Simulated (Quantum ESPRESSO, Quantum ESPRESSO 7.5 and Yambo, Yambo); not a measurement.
## TePb (Fm-3m): G0W0 on several meshes in Yambo

Aim: the GW shift of TePb (Fm-3m) against the k mesh.

Calculated with Quantum ESPRESSO 7.5 and Yambo 5.3.0; PBE and many-body steps on it, plane waves.

Report form: the programs' logs are mostly left out.

## Step 1: The starting structure

The structure is cubic, space group Fm-3m (No. 225). Conventional cell: a = 6.462 Å, b = 6.462 Å, c = 6.462 Å, α = 90.00°, β = 90.00°, γ = 90.00°. Nearest to Te lie 6 Pb at 3.23 Å. Nearest to Pb lie 6 Te at 3.23 Å. Farther neighbours and most contacts between anions are not listed.

The cell and positions come from the Crystallography Open Database and are kept as given unless a step says otherwise. Spin-orbit coupling is left out unless a step names it.

## Step 2: Empty states on the mesh, 4×4×4 mesh, 456 bands

This step: Quantum ESPRESSO 7.5; DFT, PBE, plane waves, norm-conserving pseudopotentials.

The sums over transitions need many empty states on a uniform mesh; this step solves for them.

Contents of pw.in:

```
&control
  calculation = 'nscf'
  prefix = 'x'
  outdir = 'o'
  pseudo_dir = 'pseudo'
/
&system
  ibrav = 0
  nat = 2
  ntyp = 2
  ecutwfc = 88.0
  nbnd = 456
  force_symmorphic = .true.
/
&electrons
  conv_thr = 1e-9
  electron_maxstep = 80
  diago_full_acc = .true.
  diago_thr_init = 5e-6
/
ATOMIC_SPECIES
  Te 127.6 Te.upf
  Pb 207.2 Pb.upf
CELL_PARAMETERS angstrom
  -0.0000000000 3.2310000000 3.2310000000
  3.2310000000 0.0000000000 3.2310000000
  3.2310000000 3.2310000000 0.0000000000
ATOMIC_POSITIONS crystal
  Te 0.5000000000 0.5000000000 0.5000000000
  Pb 0.0000000000 0.0000000000 0.0000000000
K_POINTS automatic
  4 4 4 0 0 0
```

The run is started by

```sh
> OMP_NUM_THREADS=1 mpirun -n 8 pw.x -nk 4 -in pw.in > pw.out
```

Wall time 57 s (8 MPI ranks of Arm Neoverse V2, shared host); peak memory 1.6 GiB; 7.6 min of CPU time.

Numbers from this step:

| Quantity | Value |
| --- | --- |
| gap | 0.7378 eV |
| k of the valence top | 0, 0, -0.5 |
| k of the conduction bottom | 0, 0, -0.5 |
| least direct gap | 0.7378 eV |
| k points computed | 8 |
| lowest point of the top converged band, above the valence top | 186.0499 eV |

On this mesh the gap is 0.738 eV.

The density comes from a self-consistent run that is not shown.

## Step 3: Conversion and set-up

This step: Yambo 5.3.0; conversion and set-up on PBE, plane waves, norm-conserving pseudopotentials.

The states are converted to the many-body program's format and the q mesh is built.

The run is started by

```sh
> (cd o/x.save; p2y > p2y.log; mv SAVE ../..); yambo > setup.log
```

It took 3.2 s on 1 MPI rank; peak memory 0.26 GiB.

## Step 4: 4×4×4

Now the one-shot GW correction: screening in the RPA, then the self-energy of the levels asked for.

This step: G0W0 on PBE, plane waves, norm-conserving pseudopotentials.

Contents of gw2.in:

```
HF_and_locXC
gw0
dyson
ppa
em1d
rim_cut
RandQpts= 1000000
RandGvec= 1 RL
EXXRLvcs= 88 Ry
VXCRLvcs= 352 Ry
Chimod= "HARTREE"
% BndsRnXp
 1 | 199 |
%
NGsBlkXp= 15.5 Ry
% LongDrXp
 1 | 1 | 1 |
%
% GbndRnge
 1 | 199 |
%
DysSolver= "n"
ExtendOut
PPAPntXp= 27.21138 eV
% QPkrange
 3 | 3 | 22 | 25 |
 1 | 1 | 22 | 25 |
%
```

The run is started by

```sh
> OMP_NUM_THREADS=1 mpirun -n 8 yambo -F gw2.in -J gw2 -C gw2 > gw2.log
```

It took 4.8 min on 8 MPI ranks; peak memory 4.6 GiB; 39 min of CPU time.

Numbers from this step:

```yaml
g0w0_gap_on_the_points_computed: 0.9134 eV
starting_gap_on_the_mesh: 0.7378 eV
k_of_the_valence_top: 0, 0, -0.5
k_of_the_conduction_bottom: 0, 0, -0.5
least_direct_g0w0_gap_on_the_computed_points: 0.9134 eV
z_at_the_valence_top: 0.7968
z_at_the_conduction_bottom: 0.8061
```

The gap on the mesh goes from 0.74 eV to 0.91 eV, a correction of +0.18 eV.

## Step 5: Empty states on the mesh, 2×2×2 mesh, 199 bands

This step: Quantum ESPRESSO 7.5; DFT, PBE, plane waves, norm-conserving pseudopotentials.

Edit pw.in of step 2 so:

```diff
@@ -11,3 +11,3 @@
   ecutwfc = 88.0
-  nbnd = 456
+  nbnd = 199
   force_symmorphic = .true.
@@ -31,2 +31,2 @@
 K_POINTS automatic
-  4 4 4 0 0 0
+  2 2 2 0 0 0
```

The run is started by

```sh
> OMP_NUM_THREADS=1 mpirun -n 8 pw.x -nk 4 -in pw.in > pw.out
```

Wall time 8.4 s (8 MPI ranks); peak memory 0.73 GiB.

This step gave:

```yaml
gap: 0.7378 eV
k_of_the_valence_top: 0, 0, -0.5
k_of_the_conduction_bottom: 0, 0, -0.5
least_direct_gap: 0.7378 eV
k_points_computed: 3
lowest_point_of_the_top_converged_band_above_the_valence_top: 97.3185 eV
```

On this mesh the gap is 0.738 eV.

## Step 6: Conversion and set-up

This step: Yambo 5.3.0; conversion and set-up on PBE, plane waves, norm-conserving pseudopotentials.

The run is started by

```sh
> (cd o/x.save; p2y > p2y.log; mv SAVE ../..); yambo > setup.log
```

It took 2.7 s on 1 MPI rank; peak memory 0.26 GiB.

## Step 7: 2×2×2

This step: G0W0 on PBE, plane waves, norm-conserving pseudopotentials.

gw11.in, as its differences from gw2.in of step 4:

```diff
@@ -25,3 +25,3 @@
 % QPkrange
- 3 | 3 | 22 | 25 |
+ 2 | 2 | 22 | 25 |
  1 | 1 | 22 | 25 |
```

The run is started by

```sh
> OMP_NUM_THREADS=1 mpirun -n 8 yambo -F gw11.in -J gw11 -C gw11 > gw11.log
```

Elapsed: 28 s, on 8 MPI ranks; peak memory 3.2 GiB; 3.6 min of CPU time.

Numbers from this step:

```yaml
g0w0_gap_on_the_points_computed: 1.076 eV
starting_gap_on_the_mesh: 0.7378 eV
k_of_the_valence_top: 0, 0, -0.5
k_of_the_conduction_bottom: 0, 0, -0.5
least_direct_g0w0_gap_on_the_computed_points: 1.076 eV
z_at_the_valence_top: 0.8181
z_at_the_conduction_bottom: 0.8270
```

Against G0W0 in Yambo (4×4×4 mesh, 199 bands, screening to 210.9 eV, Godby-Needs plasmon pole), the gap moves by +0.163 eV.

## Step 8: Side by side

Times are wall times on 8 MPI ranks of Arm Neoverse V2, shared host, good to a factor of about two.

| run | mesh | bands | screening cutoff (eV) | DFT gap (eV) | gap on the mesh (eV) | direct (eV) | time |
| --- | --- | --- | --- | --- | --- | --- | --- |
| 4×4×4 | 4×4×4 | 199 | 210.9 | 0.738 | 0.913 | 0.913 | 4.8 min |
| 2×2×2 | 2×2×2 | 199 | 210.9 | 0.738 | 1.076 | 1.076 | 28 s |

## Step 9: Results

| Item | Value |
| --- | --- |
| 4×4×4 | 0.913 eV |
| 2×2×2 | 1.076 eV |
| known limits | not at the basis limit; model gap, bands may invert with spin-orbit coupling; no spin-orbit coupling; coarse k mesh |

2×2×2: +0.163 eV against 4×4×4. Bands and cutoff are finite, so the gap is not at the basis limit. The miss can reach some tenths of an eV and take either sign; the mesh is an error of its own. In the G0W0 runs levels were corrected at 2 k points alone, so a gap called «on the mesh» is the least over those, and an edge elsewhere would be missed. The 4×4×4 mesh is coarse for this cell, which bears on the long-range parts of exchange and screening. Where an edge is built on 6p states of lead, bismuth or thallium, scalar-relativistic gaps usually stand too wide, by a few tenths to over one eV. With atoms this heavy and so narrow a gap, spin-orbit coupling can invert the bands. These scalar-relativistic gaps are then model values, not to be set against experiment, and a spin-orbit change taken from DFT can't simply be added.

[Paths, hosts, dates, memory and timing lines, banners, echoed tables and standing remarks are left out of the program output.]

[Logs are printed without paths, hosts, clocks, repeated set-up lines and the standing remarks that a program may print on its own settings, such as how far it seeks lower states.]

[Runs of the session that timed out or met a known fault of the program may be left out.]

[Hosts, paths, dates, database ids (printed as entryN), source tags and the programs' standing remarks are cut or masked in the printed files.]
